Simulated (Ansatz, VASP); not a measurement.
# Two plane-wave programs on RuS2

INCAR

```
PREC = Accurate
ENCUT = 520
EDIFF = 1E-7
ISMEAR = 0
SIGMA = 0.05
LREAL = F
LASPH = T
NELM = 100
ALGO = Fast
ISIF = 2
LWAVE = F
LCHARG = F
ISPIN = 2
MAGMOM = 0.1 0 0
LORBIT = 11
LMAXMIX = 4
LDAU = T
LDAUTYPE = 2
LDAUL = 2 -1
LDAUU = 8 0
LDAUJ = 0 0
LDAUPRINT = 1
GGA = CA
```

KPOINTS

```
Automatic mesh
0
Gamma
  6 6 6
```

POSCAR

```
RuS2
1.0
    1.8145504000      1.0476311600      5.4860692600
   -1.8145504000      1.0476311600      5.4860692600
    0.0000000000     -2.0952623200      5.4860692600
Ru S
1 2
Direct
    0.0000000000      0.0000000000      0.0000000000
    0.2520000000      0.2520000000      0.2520000000
    0.7480000000      0.7480000000      0.7480000000
```

The input input.yaml:

```yaml
crystal:
  lattice:
    - [1.8145504, 1.04763116, 5.48606926]
    - [-1.8145504, 1.04763116, 5.48606926]
    - [0.0, -2.09526232, 5.48606926]
  atoms:
    - { symbol: Ru, position: [0.0, 0.0, 0.0], spin: 0.1 }
    - { symbol: S, position: [0.252, 0.252, 0.252] }
    - { symbol: S, position: [0.748, 0.748, 0.748] }
hamiltonian:
  xc: lda
  pseudopotentials: { kind: paw }
  hubbard: { sites: [{ species: Ru, l: d, u_eff: 8.0 }] }
magnetization:
  spin_polarized: true
kpoints:
  mp_grid: { grid: [6, 6, 6] }
scf:
  occupations: { method: gaussian, width: 0.05 }
output:
  forces: true
  stress: true
  eigenvalues: true
  write_density: true
  write_potential: true
  elf: true
  volumetric_format: npy
```

The cell was built by a generator and needn't be a form met in nature.

Alike in both runs: task single point; functional LDA; k mesh 6 × 6 × 6; occupations gaussian, width 0.05 eV; collinear spin, random start; Hubbard terms Ru d U = 8 eV.

|  | VASP | Ansatz |
| --- | --- | --- |
| version | VASP 6.6.1 | Ansatz 0.2.0 |
| potentials or method | VASP PAW LDA potentials, release 64 (Ru_pv, S) | Ansatz PAW |
| plane-wave cutoff (eV) | 520 | 420 |
| valence electrons in the cell | 26 | 28 |

VASP gave:

| Item | Value |
| --- | --- |
| gap on the k mesh at the Fermi level (eV) | 0.31 |
| least direct gap on the mesh (eV) | 0.85 |
| pressure (GPa) | -8.4 |
| largest component of the traceless stress (GPa) | 3.29 |
| rms of the force components (eV/Å) | 0.331 |
| net moment per atom (μB) | 0.67 |
| size of the moment on the site where the two differ most (μB) | 2.28 |

Question: Which values does Ansatz return?

Answer: gap on the k mesh at the Fermi level (eV): 0.10; least direct gap on the mesh (eV): 0.69; pressure (GPa): -6.7; largest component of the traceless stress (GPa): 1.74; rms of the force components (eV/Å): 0.320; net moment per atom (μB): 0.67; size of the moment on the site where the two differ most (μB): 2.01.

Site moments also hang on the region over which each program counts them. The programs project onto different local orbitals, so the same U acts differently. Atom by atom the forces differ by 0.016 eV/Å (rms over components). The two sets of potentials don't hold the same shells in valence.

Caveats: the magnetic or orbital state may not be the lowest (Ansatz); the PAW data sets come from PBE, with cores solved anew for the run's functional, which leaves a small shift of forces and pressure (Ansatz). A k mesh can miss the band edges. The state reached can hang on the start; a lower one may exist.
